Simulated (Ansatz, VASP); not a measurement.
In in VASP and in Ansatz

Contents of INCAR:

```
SYSTEM = In
PREC = Accurate
ENCUT = 520
EDIFF = 1E-7
ISMEAR = 0
SIGMA = 0.15
LREAL = .False.
LASPH = .True.
NELM = 100
ALGO = Fast
ISIF = 2
LWAVE = .False.
LCHARG = .False.
NBANDS = 12
```

The input KPOINTS:

```
Automatic mesh
0
Gamma
  18 18 18
  0 0 0
```

POSCAR

```
In
1.0
   -1.8825252400      1.8072242304      1.8825252400
    1.8825252400     -1.8072242304      1.8825252400
    1.8825252400      1.8072242304     -1.8825252400
In
1
Direct
    0.0000000000      0.0000000000      0.0000000000
```

Input for Ansatz:

```yaml
crystal:
  lattice:
    - [-1.88252524, 1.8072242304, 1.88252524]
    - [1.88252524, -1.8072242304, 1.88252524]
    - [1.88252524, 1.8072242304, -1.88252524]
  atoms:
    - { symbol: In, position: [0.0, 0.0, 0.0] }
basis:
  ecutwfc: 420
kpoints:
  mp_grid: { grid: [18, 18, 18] }
hamiltonian:
  xc: lda
scf:
  occupations: { method: gaussian, width: 0.15 }
output:
  forces: true
  stress: true
  eigenvalues: true
```

Change from the starting cell: strain -0.0400 x Voigt [0, 1, 0, 0, 0, 0], atoms carried along.

Alike in both runs: task single point; functional LDA; k mesh 18 × 18 × 18; occupations gaussian, width 0.15 eV; no spin polarisation.

|  | VASP | Ansatz |
| --- | --- | --- |
| version | VASP 6.6.1 | Ansatz 0.2.0 |
| potentials or method | VASP PAW LDA potentials, release 64 (In_d) | scalar-relativistic, plane waves, PAW |
| plane-wave cutoff (eV) | 520 | 420 |
| valence electrons in the cell | 13 | 13 |

```csv
,VASP,Ansatz,Ansatz less VASP
gap on the k mesh at the Fermi level (eV),none,none,-
pressure (GPa),-1.4,-1.4,-0.05
largest component of the traceless stress (GPa),0.07,0.08,+0.009
```

A gap of «none» marks a metal or a gap that the smearing closes.
